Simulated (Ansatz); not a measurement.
AlN: sound and stiffness along [100], [110] and [111]

The calculation used Ansatz, DFT PBE, scalar-relativistic, plane waves, PAW. Cutoff 420 eV, 6×6×6 k-points (Γ-centred), fixed occupations. No spin polarisation.

The cell is fixed (symmetry leaves no force on the atoms) and stands under 0.0 GPa:
```cif
data_structure
_symmetry_space_group_name_H-M 'F-43m'
_symmetry_Int_Tables_number 216
_cell_length_a 4.4030
_cell_length_b 4.4030
_cell_length_c 4.4030
_cell_angle_alpha 90.000
_cell_angle_beta 90.000
_cell_angle_gamma 90.000
_cell_volume 85.36
loop_
_atom_site_label
_atom_site_type_symbol
_atom_site_symmetry_multiplicity
_atom_site_Wyckoff_symbol
_atom_site_fract_x
_atom_site_fract_y
_atom_site_fract_z
_atom_site_occupancy
Al1 Al 4 a 0.00000 0.00000 0.00000 1
N1 N 4 d 0.25000 0.25000 0.75000 1
```

The cell is the ideal cubic zincblende prototype; this isn't the usual structure of the compound.

With ions relaxed, on the cubic axes: C11 = 280.6, C12 = 148.6, C44 = 178.0 GPa. The density is 3.190 g/cm³.

Task: Is the crystal stable against strain, and how anisotropic is it?

Result: Born's conditions hold: C11 + 2C12 = 577.9, C11 − C12 = 132.0 and C44 = 178.0 GPa are all positive. B = (C11 + 2C12)/3 = 192.6 GPa. The two shear moduli are C44 and C′ = (C11 − C12)/2 = 66.0 GPa, so Zener's ratio is A = C44/C′ = 2.70: the tetragonal shear C′ is the soft one, as in many fcc and bcc metals and zincblende crystals. The Cauchy pressure C12 − C44 is -29.4 GPa; it would vanish for pair forces between atoms on inversion centres at zero pressure, and a negative value is usual with directional bonding, though many-body forces give one in some ionic oxides too.

Task: Give the sound speeds along the three symmetry directions.

Result: The Christoffel equation gives ρv² for each branch:
| direction | branch | ρv² | GPa | v (m/s) |
| --- | --- | --- | --- | --- |
| [100] | L | C11 | 280.6 | 9380 |
| [100] | T (×2) | C44 | 178.0 | 7470 |
| [110] | L | (C11 + C12 + 2C44)/2 | 392.6 | 11095 |
| [110] | T, u ∥ [001] | C44 | 178.0 | 7470 |
| [110] | T, u ∥ [1-10] | (C11 − C12)/2 | 66.0 | 4549 |
| [111] | L | (C11 + 2C12 + 4C44)/3 | 429.9 | 11610 |
| [111] | T (×2) | (C11 − C12 + C44)/3 | 103.3 | 5692 |

In a piezoelectric crystal some branches stiffen further, which is left out.

Task: How does Young's modulus depend on direction?

Result: Inverting gives S11 = 5.627, S12 = -1.948, S44 = 5.618 TPa⁻¹. Along a unit vector (l, m, n), 1/E = S11 − 2(S11 − S12 − S44/2)(l²m² + m²n² + n²l²), where the last bracket is 0, 1/4 and 1/3 for [100], [110] and [111]: E = 178, 308 and 408 GPa. With A > 1 the body diagonal is stiffest. For a film on (001), the biaxial modulus is C11 + C12 − 2C12²/C11 = 272 GPa and the normal strain is −2C12/C11 = -1.06 times the in-plane one.

Cost: 2 runs of about 0.47 core-minutes in all, on Intel Xeon Platinum 8259CL (Skylake/Cascade Lake) (shared hosts).

Zincblende AlN is stiff overall but strongly anisotropic: Young's modulus rises from 178 GPa along [100] to 408 GPa along [111], and the slowest wave is the [110] shear mode polarised along [1-10], at 4549 m/s. The pattern follows from the tetrahedral network. Tension along a body diagonal pulls directly on the bonds lying along it, whereas a tetragonal shear leaves the bond lengths unchanged to first order and is resisted mainly by bond-angle forces. The C44 shear does stretch and compress bonds, and stays the stiffer of the two even after the sublattices shift to relieve part of that strain. The polarity of the Al–N bond probably adds to the contrast, since ionic character weakens angular forces more than it weakens resistance to stretching. The high longitudinal speeds reflect short, strong bonds between light atoms. The positive elastic constants establish stability against small homogeneous strains only, not against short-wavelength phonons or transformation to wurtzite.
